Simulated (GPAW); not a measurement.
The system is ZnS.

```
Zn S
1.0
     0.00000    2.70200    2.70200
     2.70200    0.00000    2.70200
     2.70200    2.70200    0.00000
Zn S
1 1
Direct
  0.75000 0.75000 0.75000
  0.00000 0.00000 0.00000
```

Base run:

| Item | Value |
| --- | --- |
| Program | GPAW 26.7.0 |
| Functional | C09-vdW |
| Potentials or basis | GPAW PAW data sets (gpaw-data 1.2.1) |
| Cutoff | 600 eV |
| Basis | pw |
| k mesh | 7 × 7 × 7 |
| Occupations | fermi-dirac, width 0.05 eV |
| Spin | no spin polarisation |

Its results: band gap on the k mesh 2.07 eV, direct.

Q: The run is repeated on the same cell with these changes: functional from C09-vdW to MS2. What comes out?

A: Band gap on the k mesh 2.46 eV, direct.

Not every run made on this cell is shown here.
